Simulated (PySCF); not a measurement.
Level sweep

Species: 1,3-cyclopentadiene, C5H6.
SMILES: `C1=CC=CC1`

PySCF, dipoles from the SCF density, polarisabilities from static response with core orbitals frozen. Isolated species at its PBE0-D3(BJ)/def2-SVP geometry, gas phase.

Q: Compare the levels for these properties.

A: 

```tsv
level	μ (D)	error (%)	α (Å³)	anisotropy (Å³)
LDA/def2-SVPD	0.594	+41.9	8.62	3.79
PBE/def2-SVPD	0.540	+28.9	8.53	3.80
B3LYP/def2-SVPD	0.488	+16.4	8.41	3.69
PBE0/def2-SVPD	0.510	+21.6	8.32	3.64
BHandHLYP/def2-SVPD	0.452	+7.9	8.22	3.57
CAM-B3LYP/def2-SVPD	0.487	+16.3	8.29	3.61
wB97X-D/def2-SVPD	0.504	+20.4	8.32	3.54
LC-wPBE/def2-SVPD	0.504	+20.2	8.07	3.48
HF/def2-SVPD	0.399	-4.7	8.12	3.46
PBE0/6-31G*	0.487	+16.1	6.81	4.84
PBE0/def2-SVP	0.551	+31.4	7.21	4.43
PBE0/6-31+G*	0.545	+30.2	8.10	3.69
PBE0/aug-cc-pVDZ	0.511	+22.1	8.62	3.59
PBE0/def2-TZVP	0.494	+17.8	8.13	3.98
PBE0/def2-TZVPD	0.505	+20.4	8.56	3.64
```

Reference dipole: 0.419 D (measured, gas; NIST CCCBDB Release 22 (SRD 101), experimental dipoles). The anisotropy is √(½[(α1 − α2)² + (α2 − α3)² + (α3 − α1)²]). For the dipole, the smallest error is 4.7% (HF/def2-SVPD) and the largest 41.9% (LDA/def2-SVPD). The dipole runs from 0.40 D (HF/def2-SVPD) to 0.59 D (LDA/def2-SVPD). No reference polarisability is at hand; against PBE0 in the largest diffuse basis at hand (def2-TZVPD) the other PBE0 rows deviate by 6-31G* -20%, def2-SVP -16%, 6-31+G* -5%, def2-SVPD -3%, aug-cc-pVDZ +1%, def2-TZVP -5%. In one basis (def2-SVPD) the functionals order the polarisability from LC-wPBE (lowest) to LDA (highest), a spread of 7%. With PBE0 the polarisability is 7.38 Å³ without diffuse functions (mean of 6-31G*, def2-SVP and def2-TZVP) and 8.40 Å³ with them (mean of 6-31+G*, def2-SVPD, aug-cc-pVDZ and def2-TZVPD). Measured values can belong to vibrating molecules; the computed ones are for one fixed geometry.
